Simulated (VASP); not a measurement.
Write the native input for VASP 6.6.1 that does the following.

```yaml
Task: single point
Functional: PBE
Potentials_or_basis: VASP PAW PBE potentials, release 64 (Pt, Se)
Cutoff: 520 eV
k_mesh: 4 × 4 × 4
Occupations: gaussian, width 0.1 eV
Spin: no spin polarisation
Dipole_correction: no
Further_INCAR_settings: ALGO = Normal; EDIFF = 1e-06; NBANDS = 31
```

The structure of PtSe2 lies in POSCAR:

```
PtSe2
1.0
   -2.9510685722      2.9510685722      3.3567251794
    2.9510685722     -2.9510685722      3.3567251794
    2.9510685722      2.9510685722     -3.3567251794
Pt Se
2 4
Direct
    0.2500000000      0.2500000000      0.0000000000
    0.7500000000      0.7500000000      0.0000000000
    0.6730383846      0.1730383846      0.8460767692
    0.1730383846      0.3269616154      0.5000000000
    0.3269616154      0.8269616154      0.1539232308
    0.8269616154      0.6730383846      0.5000000000
```

The cell was built by a generator and needn't be a form met in nature.

These files were run (other wordings do the same):

INCAR

```
SYSTEM = PtSe2
ALGO = Normal ; EDIFF = 1E-6
ENCUT = 520 ; GGA = PE
ISIF = 2 ; ISMEAR = 0
LASPH = .True. ; LCHARG = .False.
LREAL = .False. ; LWAVE = .False.
NBANDS = 31 ; NELM = 100
PREC = Accurate ; SIGMA = 0.1
```

KPOINTS

```
k-points
0
Gamma
  4 4 4
  0 0 0
```

Potentials or basis: VASP PAW PBE potentials, release 64 (Pt, Se).

The run is started by

```bash
$ cat potpaw_PBE.64/Pt/POTCAR potpaw_PBE.64/Se/POTCAR > POTCAR
$ mpirun -np 1 vasp_std > vasp.out
```

It gave:

```json
{
 "Pressure": "-0.1 GPa",
 "Largest force": "0.028 eV/Å",
 "Band gap on the k mesh": "none (metal or under the smearing width)"
}
```

Caveat: the k mesh is coarse (spacing up to 0.38 Å⁻¹), so the values aren't converged.

It took 49 s on 1 thread of Intel(R) Xeon(R) Platinum 8375C CPU @ 2.90GHz (Ice Lake) (shared host), peak memory 0.25 GiB.
